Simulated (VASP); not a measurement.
Here is a VASP 6.6.1 calculation.

File INCAR:

```
PREC = Accurate
ENCUT = 900
EDIFF = 1E-6
ISMEAR = -1
SIGMA = 0.05
LREAL = False
LASPH = True
NELM = 60
ALGO = Fast
ISIF = 2
LWAVE = False
LCHARG = False
LDIPOL = True
IDIPOL = 3
DIPOL = 0.5 0.5 0.500
GGA = PE
```

File KPOINTS:

```
Automatic mesh
0
Gamma
  6 6 1
```

File POSCAR:

```
SnS2
1.0
    3.6758468805      0.0000000000      0.0000000000
   -1.8379234403      3.1833767789      0.0000000000
    0.0000000000      0.0000000000     30.2610129015
S Sn
6 3
Direct
    0.0000000000      0.0000000000      0.2478436536
    0.3333333300      0.6666666600      0.3444056653
    0.0000000000      0.0000000000      0.4517189942
    0.6666666700      0.3333333400      0.5482810058
    0.0000000000      0.0000000000      0.6555943347
    0.3333333300      0.6666666600      0.7521563464
    0.6666666700      0.3333333400      0.2961304108
    0.3333333300      0.6666666600      0.5000057513
    0.6666666700      0.3333333400      0.7038810919
```

Potentials or basis: VASP PAW PBE potentials, release 54 (S, Sn_d).

Launch:

```bash
$ cat potpaw_PBE.54/S/POTCAR potpaw_PBE.54/Sn_d/POTCAR > POTCAR
$ mpirun -np 1 vasp_std > vasp.out
```

(1) What does it give for the band gap on the k mesh?

(2) Predict the largest force.

Answers

(1) 1.51 eV, indirect (least direct gap 1.72 eV).

(2) 0.270 eV/Å.

Caveat: spin-orbit coupling is left out, which moves the levels of the heavy elements.
